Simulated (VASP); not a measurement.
A run of VASP 6.6.1:

The input POSCAR:

```
AlN
1.0
    3.0971630264      0.0000000000      0.0000000000
   -1.5485815132      2.6822218605      0.0000000000
    0.0000000000      0.0000000000     10.0339432529
Al N
4 4
Direct
    0.0000000000      0.0000000000     -0.0012654039
    0.3333333333      0.6666666667      0.2498392880
    0.0000000000      0.0000000000      0.4987345961
    0.6666666667      0.3333333333      0.7498392880
    0.0000000000      0.0000000000      0.1882105907
    0.3333333333      0.6666666667      0.4382155251
    0.0000000000      0.0000000000      0.6882105907
    0.6666666667      0.3333333333      0.9382155251
```

INCAR.step1

```
ALGO = Normal
EDIFF = 1E-4
ENCUT = 520
GGA = PE
ISMEAR = -1
LASPH = True
LCHARG = False
LREAL = False
LWAVE = True
NBANDS = 26
NELM = 100
PREC = Accurate
SIGMA = 0.02
```

File INCAR.step2:

```
ALGO = Normal
EDIFF = 1E-6
ENCUT = 520
ISIF = 2
ISMEAR = -1
ISTART = 1
LASPH = True
LCHARG = False
LMIXTAU = True
LREAL = False
LWAVE = False
METAGGA = R2SCAN
NBANDS = 26
NELM = 100
PREC = Accurate
SIGMA = 0.02
```

Contents of KPOINTS:

```
k-points
0
Gamma
  12 12 2
```

Potentials or basis: VASP PAW PBE potentials, release 64 (Al, N).

Launch:

```console
$ cat potpaw_PBE.64/Al/POTCAR potpaw_PBE.64/N/POTCAR > POTCAR
$ cp INCAR.step1 INCAR
$ mpirun -np 1 vasp_std > vasp.out
$ cp INCAR.step2 INCAR
$ mpirun -np 1 vasp_std > vasp.out
```

Hardware: 1 thread of Intel(R) Xeon(R) 6975P-C (Granite Rapids), on a shared host.

Q: Estimate the wall time of this run.

A: Wall time 110 s on 1 thread of Intel(R) Xeon(R) 6975P-C (Granite Rapids), on a shared host, peak memory 0.24 GiB. Counts: scf iterations 9, k points 38.
